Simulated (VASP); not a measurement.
# B (Im-3m) in VASP: a series of runs, part 2 of 2

VASP 6.6.1. The steps go on from the part before.

## 4. Single point, PBE

INCAR

```
  ALGO = Normal
  EDIFF = 1E-6
  ENCUT = 520
  GGA = PE
  ISIF = 2
  ISMEAR = 0
  LASPH = T
  LCHARG = F
  LREAL = F
  LWAVE = F
  NBANDS = 18
  NELM = 100
  PREC = Accurate
  SIGMA = 0.1
```

KPOINTS

```
k-points
0
Gamma
  12 12 12
```

POSCAR

```
B
1.0
   -2.4681681418      2.4681681418      2.4681681418
    2.4681681418     -2.4681681418      2.4681681418
    2.4681681418      2.4681681418     -2.4681681418
B
6
Direct
    0.5000000000      0.7500000000      0.2500000000
    0.7500000000      0.2500000000      0.5000000000
    0.7500000000      0.5000000000      0.2500000000
    0.5000000000      0.2500000000      0.7500000000
    0.2500000000      0.7500000000      0.5000000000
    0.2500000000      0.5000000000      0.7500000000
```

Potentials or basis: VASP PAW PBE potentials, release 64 (B).

Started as:

```console
$ cat potpaw_PBE.64/B/POTCAR > POTCAR
$ mpirun -np 1 vasp_std > vasp.out
```

OUTCAR:

```text
EDIFF = 1E-6
   ENCUT = 520
   GGA = PE
   ISIF = 2
   ISMEAR = 0
   LASPH = T
   LREAL = F
   NELM = 100
   PREC = Accurate

 ion  position               nearest neighbor table
   1  0.500  0.750  0.250-   3 1.75   5 1.75   6 1.75   2 1.75
   2  0.750  0.250  0.500-   3 1.75   4 1.75   6 1.75   1 1.75
   3  0.750  0.500  0.250-   1 1.75   2 1.75   4 1.75   5 1.75
   4  0.500  0.250  0.750-   2 1.75   3 1.75   6 1.75   5 1.75
   5  0.250  0.750  0.500-   1 1.75   6 1.75   4 1.75   3 1.75
   6  0.250  0.500  0.750-   1 1.75   4 1.75   5 1.75   2 1.75

  LATTYP: Found a body centered cubic cell.
 ALAT       =     4.9363362836

  Lattice vectors:

 A1 = (  -2.4681681418,   2.4681681418,   2.4681681418)
 A2 = (   2.4681681418,  -2.4681681418,   2.4681681418)
 A3 = (   2.4681681418,   2.4681681418,  -2.4681681418)

Analysis of symmetry for initial positions (statically):
=====================================================================
 Subroutine PRICEL returns:
 Original cell was already a primitive cell.

 Routine SETGRP: Setting up the symmetry group for a
 body centered cubic supercell.
[... 173 lines left out ...]

  energy without entropy =      -34.06249157  energy(sigma->0) =      -34.06888695

 E-fermi :   2.5074     XC(G=0):  -9.9351

 val. band max:        2.4956057172   @ k =   0.2500   0.2500   0.2500
 cond. band min:       2.5113812601   @ k =   0.5000   0.5000   0.5000
 fundamental gap:      0.0157755429
 Fermi energy:         2.5074329857

 k-point     1 :       0.0000    0.0000    0.0000
  band No.  band energies     occupation
      1     -10.1893      2.00000
      2      -4.1762      2.00000
      3      -4.1762      2.00000
      4      -1.6020      2.00000
      5      -1.6020      2.00000
      6      -1.6020      2.00000
[... 481 lines left out ...]
      5      -1.9643      2.00000
      6      -0.0921      2.00000
[... 10 lines left out ...]
     17      11.8666      0.00000
     18      13.6029      0.00000

 [... further k-points ...]
[... 5 lines left out ...]
  --------------------------------------------------------------------------------------
  -------------------------------------------------------------------------------------
  Total        0.0022427      0.0022427      0.0022427      0.0000000      0.0000000      0.0000000
  in kB        0.0597433      0.0597433      0.0597433      0.0000000      0.0000000      0.0000000
  external PRESSURE =       0.0597433 kB  Pullay stress =       0.0000000 kB

 VOLUME and BASIS-vectors are now :
 -----------------------------------------------------------------------------
  energy-cutoff  :      520.00
  volume of cell :       60.14
      direct lattice vectors                 reciprocal lattice vectors
    -2.468168142  2.468168142  2.468168142     0.000000000  0.202579391  0.202579391
     2.468168142 -2.468168142  2.468168142     0.202579391  0.000000000  0.202579391
     2.468168142  2.468168142 -2.468168142     0.202579391  0.202579391  0.000000000

 POSITION                                       TOTAL-FORCE (eV/Angst)
 -----------------------------------------------------------------------------------
      1.23408     -0.00000      2.46817        -0.000000      0.000000      0.000000
     -0.00000      2.46817      1.23408         0.000000     -0.000000     -0.000000
     -0.00000      1.23408      2.46817         0.000000     -0.000000      0.000000
      1.23408      2.46817      0.00000        -0.000000     -0.000000     -0.000000
      2.46817     -0.00000      1.23408        -0.000000      0.000000     -0.000000
      2.46817      1.23408      0.00000        -0.000000     -0.000000     -0.000000
 -----------------------------------------------------------------------------------
    total drift:                               -0.000000     -0.000000      0.000000

  FREE ENERGIE OF THE ION-ELECTRON SYSTEM (eV)
  ---------------------------------------------------
  free  energy   TOTEN  =       -34.0752823228 eV

  energy  without entropy=      -34.0624915703  energy(sigma->0) =      -34.06888695
```

It took 18 s on 1 thread of Intel Xeon 6975P-C (Granite Rapids), shared host; peak memory 0.19 GiB.

What came out:

```yaml
Free_energy: -34.0753 eV
Pressure: 0.0 GPa
Band_gap_on_the_k_mesh: none (metal or under the smearing width)
```

Levels at points of the mesh, in eV from the Fermi level:
```csv
k point,band 5,band 6,band 7,band 8,band 9,band 10,band 11,band 12,band 13,band 14
"(0.00, 0.00, 0.00)",-4.11,-4.11,-1.93,-1.93,-1.93,-0.52,-0.52,-0.52,6.96,6.96
"(0.50, 0.00, 0.00)",-3.65,-3.51,-1.87,-1.66,-1.07,0.41,1.03,2.17,7.14,7.26
"(0.50, 0.50, 0.50)",-6.98,-6.27,0.00,0.00,0.00,3.52,3.52,3.52,6.81,6.86
```
